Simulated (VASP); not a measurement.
# PtSe (P-6m2) in VASP: a series of runs

Runs on PtSe. Level: PBEsol+U. Tasks: single point.

Program: VASP 6.6.1. These are calculated values, not measurements. Logs are shortened: lines on timing, memory, paths and dates and some standing lists are left out, and cuts for length are marked.

## 1. Starting point

The structure is hexagonal, space group P-6m2 (No. 187). Conventional cell: a = 3.702 Å, b = 3.702 Å, c = 3.613 Å, α = 90.00°, β = 90.00°, γ = 120.00°. Around Pt (site symmetry -6m2) lie 6 Se at 2.80 Å. Se (site symmetry -6m2) is surrounded by 6 Pt at 2.80 Å.

The cell comes from a database or a generator and needn't be the stable form of this composition.

## 2. Single point, PBEsol+U, collinear spin, typed start

File INCAR:

```
SYSTEM = PtSe
PREC = Accurate ; ENCUT = 520
EDIFF = 1E-6 ; ISMEAR = 0
SIGMA = 0.05 ; LREAL = .False.
LASPH = .True. ; NELM = 150
ALGO = Fast ; ISIF = 2
LWAVE = .False. ; LCHARG = .False.
ISPIN = 2 ; MAGMOM = 2 2 0 0
LORBIT = 11 ; LMAXMIX = 4
LDAU = .True. ; LDAUTYPE = 2
LDAUL = 2 -1 ; LDAUU = 7 0
LDAUJ = 0 0 ; LDAUPRINT = 1
GGA = PS ; NBANDS = 28
```

File KPOINTS:

```
regular mesh
0
Gamma
  6 6 3
  0 0 0
```

File POSCAR:

```
PtSe
1.0
    3.7018703300      0.0000000000      0.0000000000
   -1.8509351600      3.2059137500      0.0000000000
    0.0000000000      0.0000000000      7.2256840600
Pt Se
2 2
Direct
    0.0000000000      0.0000000000      0.0000000000
    0.0000000000      0.0000000000      0.5000000000
    0.6666666667      0.3333333333      0.2500000000
    0.6666666667      0.3333333333      0.7500000000
```

Potentials or basis: VASP PAW PBE potentials, release 64 (Pt, Se).

Launch:

```
> cat potpaw_PBE.64/Pt/POTCAR potpaw_PBE.64/Se/POTCAR > POTCAR
> mpirun -np 1 vasp_std > vasp.out
```

OUTCAR:

```text
SYSTEM = PtSe
   PREC = Accurate
   ENCUT = 520
   EDIFF = 1E-6
   ISMEAR = 0
   LREAL = .False.
   LASPH = .True.
   NELM = 150
   ISIF = 2
   ISPIN = 2
   LORBIT = 11
   GGA = PS

 ion  position               nearest neighbor table
   1  0.000  0.000  0.000-   3 2.80   4 2.80   3 2.80   4 2.80   3 2.80   4 2.80
   2  0.000  0.000  0.500-   3 2.80   4 2.80   3 2.80   4 2.80   3 2.80   4 2.80
   3  0.667  0.333  0.250-   1 2.80   2 2.80   1 2.80   2 2.80   1 2.80   2 2.80
   4  0.667  0.333  0.750-   1 2.80   2 2.80   1 2.80   2 2.80   1 2.80   2 2.80

  LATTYP: Found a hexagonal cell.
 ALAT       =     3.7018703300
 C/A-ratio  =     1.9519009084

  Lattice vectors:

 A1 = (   3.7018703300,   0.0000000000,   0.0000000000)
 A2 = (  -1.8509351600,   3.2059137500,   0.0000000000)
 A3 = (   0.0000000000,   0.0000000000,   7.2256840600)

Analysis of symmetry for initial positions (statically):
=====================================================================
 Subroutine PRICEL returns following result:

  LATTYP: Found a hexagonal cell.
 ALAT       =     3.7018703300
 C/A-ratio  =     0.9759504542
[... 12 lines left out ...]
 Subroutine GETGRP returns: Found 12 space group operations
 (whereof 12 operations were pure point group operations)
 out of a pool of 24 trial point group operations.

The static configuration has the point symmetry D_3h.

Analysis of symmetry for dynamics (positions and initial velocities):
=====================================================================
 Subroutine PRICEL returns following result:

  LATTYP: Found a hexagonal cell.
 ALAT       =     3.7018703300
 C/A-ratio  =     0.9759504542
[... 12 lines left out ...]
 Subroutine GETGRP returns: Found 12 space group operations
 (whereof 12 operations were pure point group operations)
 out of a pool of 24 trial point group operations.

The dynamic configuration has the point symmetry D_3h.

Analysis of structural, dynamic, and magnetic symmetry:
=====================================================================
 Subroutine PRICEL returns following result:

  LATTYP: Found a hexagonal cell.
 ALAT       =     3.7018703300
 C/A-ratio  =     0.9759504542
[... 12 lines left out ...]
 Subroutine GETGRP returns: Found 12 space group operations
 (whereof 12 operations were pure point group operations)
 out of a pool of 24 trial point group operations.

The overall configuration has the point symmetry D_3h.

 Subroutine INISYM returns: Found 12 space group operations
 (whereof 12 operations are pure point group operations),
 and found     2 'primitive' translations
[... 193 lines left out ...]
  o =  0.9627  v = -0.0000 -0.0000  1.0000  0.0000  0.0000  0.0000  0.0000  0.0000  0.0000  0.0000      0.0000  0.0000  0.0000  0.0000  0.0000  0.0000  0.0000  0.0000  0.0000  0.0000
  o =  0.9627  v =  0.0000  0.0000  0.0000  0.0000  0.0000 -0.0000 -0.0000  1.0000  0.0000  0.0000      0.0000  0.0000  0.0000  0.0000  0.0000  0.0000  0.0000  0.0000  0.0000  0.0000

 number of electron      31.9999998 magnetization      -0.0012370

 Free energy of the ion-electron system (eV)
  ---------------------------------------------------
  ext. energy  EPLUGINS =         0.00000000
  ---------------------------------------------------
  free energy    TOTEN  =       -11.32960821 eV

  energy without entropy =      -11.32491350  energy(sigma->0) =      -11.32726086

 E-fermi :   4.6728     XC(G=0): -10.8170

 val. band max:        4.6631437757   @ k =   0.3333   0.0000   0.3333
 cond. band min:       4.7978214185   @ k =   0.1667   0.1667   0.3333
 fundamental gap:      0.1346776428
 Fermi energy:         4.6727898306

 spin component 1

 k-point     1 :       0.0000    0.0000    0.0000
  band No.  band energies     occupation
      1      -9.1976      1.00000
      2      -8.3726      1.00000
      3      -1.6112      1.00000
      4       0.1756      1.00000
      5       0.4959      1.00000
      6       0.4959      1.00000
[... 423 lines left out ...]
     27      15.3619      0.00000
     28      16.3687      0.00000
 Fermi energy:         4.6727898306

 spin component 2

 k-point     1 :       0.0000    0.0000    0.0000
  band No.  band energies     occupation
      1      -9.1979      1.00000
      2      -8.3729      1.00000
      3      -1.6113      1.00000
      4       0.1753      1.00000
      5       0.4955      1.00000
      6       0.4955      1.00000
[... 423 lines left out ...]
     27      15.3615      0.00000
     28      16.3685      0.00000

------------------------ aborting loop because EDIFF is reached ----------------------------------------

  FORCE on cell =-STRESS in cart. coord.  units (eV):
  Direction    XX          YY          ZZ          XY          YZ          ZX
  --------------------------------------------------------------------------------------
  -------------------------------------------------------------------------------------
  Total       -9.3196003     -9.3196003    -12.8395472     -0.0000000     -0.0000000      0.0000000
  in kB     -174.1228894   -174.1228897   -239.8878695     -0.0000003     -0.0000000      0.0000000
  external PRESSURE =    -196.0445495 kB  Pullay stress =       0.0000000 kB

 VOLUME and BASIS-vectors are now :
 -----------------------------------------------------------------------------
  energy-cutoff  :      520.00
  volume of cell :       85.75
      direct lattice vectors                 reciprocal lattice vectors
     3.701870330  0.000000000  0.000000000     0.270133719  0.155961775  0.000000000
    -1.850935160  3.205913750  0.000000000     0.000000000  0.311923551  0.000000000
     0.000000000  0.000000000  7.225684060     0.000000000  0.000000000  0.138395201

 POSITION                                       TOTAL-FORCE (eV/Angst)
 -----------------------------------------------------------------------------------
      0.00000      0.00000      0.00000        -0.000000      0.000000      0.000000
      0.00000      0.00000      3.61284        -0.000000      0.000000     -0.000000
      1.85094      1.06864      1.80642         0.000000     -0.000000      0.000000
      1.85094      1.06864      5.41926         0.000000     -0.000000      0.000000
 -----------------------------------------------------------------------------------
    total drift:                                0.000000     -0.000000      0.000000

  FREE ENERGIE OF THE ION-ELECTRON SYSTEM (eV)
  ---------------------------------------------------
  free  energy   TOTEN  =       -11.3296082143 eV

  energy  without entropy=      -11.3249134992  energy(sigma->0) =      -11.32726086

 total charge

# of ion       s       p       d       tot
------------------------------------------
    1        0.419   0.252   8.820   9.491
    2        0.419   0.252   8.820   9.491
    3        1.520   2.000   0.048   3.568
    4        1.520   2.000   0.048   3.568
--------------------------------------------------
tot          3.878   4.505  17.736  26.119

 magnetization (x)

# of ion       s       p       d       tot
------------------------------------------
    1        0.000  -0.000  -0.000  -0.000
    2        0.000  -0.000  -0.000  -0.000
    3       -0.000  -0.000  -0.000  -0.000
    4       -0.000  -0.000  -0.000  -0.000
--------------------------------------------------
tot         -0.000  -0.000  -0.000  -0.001
```

OSZICAR:

```text
N       E                     dE             d eps       ncg     rms          rms(c)
DAV:   1     0.173449806820E+03    0.17345E+03   -0.14561E+04  1600   0.102E+03
DAV:   2    -0.194675310855E+01   -0.17540E+03   -0.16384E+03  1836   0.211E+02
DAV:   3    -0.955763214495E+01   -0.76109E+01   -0.74440E+01  1832   0.422E+01
DAV:   4    -0.961898274146E+01   -0.61351E-01   -0.61320E-01  1752   0.419E+00
DAV:   5    -0.961974485385E+01   -0.76211E-03   -0.76210E-03  1756   0.467E-01    0.160E+01
RMM:   6    -0.109441285046E+02   -0.13244E+01   -0.18316E+00  1569   0.835E+00    0.916E+00
RMM:   7    -0.111553386251E+02   -0.21121E+00   -0.44537E-01  1589   0.423E+00    0.517E+00
RMM:   8    -0.113153495015E+02   -0.16001E+00   -0.22782E-01  1619   0.312E+00    0.178E+00
RMM:   9    -0.113214844033E+02   -0.61349E-02   -0.32104E-02  1646   0.112E+00    0.699E-01
RMM:  10    -0.113270512395E+02   -0.55668E-02   -0.83759E-03  1680   0.585E-01    0.325E-01
RMM:  11    -0.113286806131E+02   -0.16294E-02   -0.28352E-03  1715   0.354E-01    0.228E-01
RMM:  12    -0.113294399569E+02   -0.75934E-03   -0.11388E-03  1689   0.238E-01    0.100E-01
RMM:  13    -0.113295780594E+02   -0.13810E-03   -0.23304E-04  1693   0.107E-01    0.344E-02
RMM:  14    -0.113295974307E+02   -0.19371E-04   -0.35835E-05  1707   0.405E-02    0.152E-02
RMM:  15    -0.113296052954E+02   -0.78648E-05   -0.12833E-05  1686   0.226E-02    0.825E-03
RMM:  16    -0.113296077352E+02   -0.24398E-05   -0.46354E-06  1382   0.141E-02    0.426E-03
RMM:  17    -0.113296082143E+02   -0.47902E-06   -0.11414E-06  1002   0.684E-03
   1 F= -.11329608E+02 E0= -.11327261E+02  d E =-.469472E-02  mag=    -0.0007
```

Run time: 39 s. Hardware: 1 thread of Intel Xeon 6975P-C (Granite Rapids), shared host; peak memory 0.25 GiB.

What came out:

```
Free energy                                           : -11.3296 eV
Pressure                                              : -19.6 GPa
Band gap on the k mesh                                : none (metal or under the smearing width)
Net moment                                            : 0.00 μB per cell
Valence electrons inside the program's atomic spheres : Pt 9.49; Se 3.57
```

Levels at points of the mesh, in eV from the Fermi level:
Spin up:
```tsv
k point	band 14	band 15	band 16	band 17	band 18	band 19
(0.00, 0.00, 0.00)	-1.37	0.74	0.74	0.85	0.85	0.87
(0.50, 0.00, 0.00)	-1.70	-1.25	-0.94	1.20	1.51	1.76
```
Spin down:
```csv
k point,band 14,band 15,band 16,band 17,band 18,band 19
"(0.00, 0.00, 0.00)",-1.37,0.74,0.74,0.85,0.85,0.87
"(0.50, 0.00, 0.00)",-1.70,-1.25,-0.94,1.20,1.51,1.76
```

Eigenvalues of the final occupation matrices:
| site | spin | trace | eigenvalues |
| --- | --- | --- | --- |
| site 1 d | 1 | 4.44 | 0.81 0.81 0.93 0.93 0.96 |
| site 1 d | 2 | 4.44 | 0.81 0.81 0.93 0.93 0.96 |
| site 2 d | 1 | 4.44 | 0.81 0.81 0.93 0.93 0.96 |
| site 2 d | 2 | 4.44 | 0.81 0.81 0.93 0.93 0.96 |

Caveat: the PAW data sets were made with another functional, which shifts forces and pressure a little. The state reached can hang on the start; a lower one may exist.

## 3. Single point, PBEsol+U, collinear spin, twin_end start

File INCAR:

```
SYSTEM = PtSe
PREC = Accurate ; ENCUT = 520
EDIFF = 1E-6 ; ISMEAR = 0
SIGMA = 0.05 ; LREAL = .False.
LASPH = .True. ; NELM = 150
ALGO = Normal ; ISIF = 2
LWAVE = .False. ; LCHARG = .False.
ISPIN = 2 ; MAGMOM = 1.11 1.11 0.88 0.88
LORBIT = 11 ; NUPDOWN = 4.4
LMAXMIX = 4 ; LDAU = .True.
LDAUTYPE = 2 ; LDAUL = 2 -1
LDAUU = 7 0 ; LDAUJ = 0 0
LDAUPRINT = 1 ; GGA = PS
NBANDS = 28
```

KPOINTS is that of step 2.

POSCAR is that of step 2.

Potentials or basis: VASP PAW PBE potentials, release 64 (Pt, Se).

Launch:

```
> cat potpaw_PBE.64/Pt/POTCAR potpaw_PBE.64/Se/POTCAR > POTCAR
> mpirun -np 1 vasp_std > vasp.out
```

Run time: 43 s. Hardware: 1 thread of Intel Xeon 6975P-C (Granite Rapids), shared host; peak memory 0.25 GiB.

It converged, with:

```yaml
Free_energy: -9.8144 eV
Pressure: -7.3 GPa
Net_moment: 4.40 μB per cell
Site_moments: Pt +1.55; Se +0.47 μB
Valence_electrons_inside_the_program's_atomic_spheres: Pt 9.15; Se 3.73
```

Stress tensor (GPa, compression positive):
```
-6.21  0.00  0.00
 0.00 -6.21  0.00
 0.00  0.00 -9.54
```

Eigenvalues of the final occupation matrices:
| site | spin | trace | eigenvalues |
| --- | --- | --- | --- |
| site 1 d | 1 | 4.91 | 0.97 0.97 0.97 1.00 1.00 |
| site 1 d | 2 | 3.48 | 0.32 0.32 0.94 0.94 0.96 |
| site 2 d | 1 | 4.91 | 0.97 0.97 0.97 1.00 1.00 |
| site 2 d | 2 | 3.48 | 0.32 0.32 0.94 0.94 0.96 |

Caveat: the PAW data sets were made with another functional, which shifts forces and pressure a little; the total moment is fixed, so each spin has its own Fermi level.
